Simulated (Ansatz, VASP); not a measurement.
## AlN in VASP and in Ansatz

INCAR

```
SYSTEM = AlN
PREC = Accurate ; ENCUT = 520
EDIFF = 1E-7 ; ISMEAR = 0
SIGMA = 0.02 ; LREAL = .FALSE.
LASPH = .TRUE. ; NELM = 80
ALGO = Normal ; ISIF = 2
LWAVE = .FALSE. ; LCHARG = .FALSE.
GGA = PE ; NBANDS = 11
```

File KPOINTS:

```
Automatic mesh
0
G
  10 10 10
  0 0 0
```

File POSCAR:

```
AlN
1.0
    0.0000000000      2.0455654327      2.0455654327
    2.0455654327      0.0000000000      2.0455654327
    2.0455654327      2.0455654327      0.0000000000
Al N
1 1
Direct
    0.5000000000      0.5000000000      0.5000000000
    0.0000000000      0.0000000000      0.0000000000
```

Input for Ansatz:

```yaml
crystal:
  lattice:
    - [0.0, 2.0455654327, 2.0455654327]
    - [2.0455654327, 0.0, 2.0455654327]
    - [2.0455654327, 2.0455654327, 0.0]
  atoms:
    - { symbol: Al, position: [0.5, 0.5, 0.5] }
    - { symbol: "N", position: [0.0, 0.0, 0.0] }
basis:
  ecutwfc: 500
kpoints:
  mp_grid: { grid: [10, 10, 10] }
hamiltonian:
  xc: pbe
scf:
  occupations: { method: gaussian, width: 0.02 }
output:
  forces: true
  eigenvalues: true
  stress: true
```

Measurements of this composition are mostly on another form, of space group No. 186.

Alike in both runs: task single point; functional PBE; k mesh 10 × 10 × 10; occupations gaussian, width 0.02 eV; no spin polarisation.

|  | VASP | Ansatz |
| --- | --- | --- |
| version | VASP 6.6.1 | Ansatz 0.2.0 |
| potentials or method | VASP PAW PBE potentials, release 64 (Al, N) | scalar-relativistic, plane waves, PAW |
| plane-wave cutoff (eV) | 520 | 500 |
| valence electrons in the cell | 8 | 8 |

Ansatz gave:

```
gap on the k mesh at the Fermi level (eV) : 4.29
pressure (GPa)                            : -3.7
```

Question: What did VASP give for the same quantities?

Answer: gap on the k mesh at the Fermi level (eV): 4.27; pressure (GPa): -4.0.

The functional is the same, so the differences come from potentials, cutoffs and numerics.

A k mesh can miss the band edges.
